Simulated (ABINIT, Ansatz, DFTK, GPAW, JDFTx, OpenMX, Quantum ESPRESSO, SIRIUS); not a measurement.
**KTaO3: programs and potentials compared**

```xyz
5
Lattice="3.9883 0.0000 0.0000 0.0000 3.9883 0.0000 0.0000 0.0000 3.9883" Properties=species:S:1:pos:R:3 pbc="T T T"
Ta    0.0000    0.0000    0.0000
K     1.9942    1.9942    1.9942
O     0.0000    0.0000    1.9942
O     0.0000    1.9942    0.0000
O     1.9942    0.0000    0.0000
```

Alike in all runs: task single point; functional PBE; k mesh 7 × 7 × 7; occupations fermi-dirac, width 0.05 eV; no spin polarisation; no spin-orbit coupling. Pressure is positive in compression and, in plane waves, holds the error of the finite cutoff, which Ansatz's Pulay term estimates and takes out.

```tsv
program and potentials	plane-wave cutoff (eV)	notes	pressure (GPa)
OpenMX, OpenMX 2013 PBE set, Ta7.0-s3p2d2f1, K10.0-s3p2d1, O6.0-s2p2d1, grid cutoff 400 Ry	-	atomic basis	1.09
GPAW, GPAW PAW data sets (gpaw-data 1.2.1)	800	-	?
Ansatz, all-electron LAPW, scalar-relativistic	-	-	5.48
Ansatz, Ansatz PAW (earlier soft set)	420	Pulay term of +0.32 GPa included	5.23
Quantum ESPRESSO, SSSP 1.3 efficiency PBE	816	-	5.23
SIRIUS, PseudoDojo 0.4.1 PBE standard (scalar relativistic)	1152	-	4.34
DFTK, PseudoDojo SR PBE 0.4.1 standard (PBE)	1143	-	4.36
ABINIT, JTH PAW PBE v2.0	626	-	5.54
JDFTx, PseudoDojo-SR-PBE-0.5-standard	1143	-	4.33
```

Question: Estimate from the other rows what the run with GPAW, GPAW PAW data sets (gpaw-data 1.2.1) gave.

Answer: Pressure 6.15 GPa. The other rows, which needn't bracket it: pressure 1.09 to 5.54.
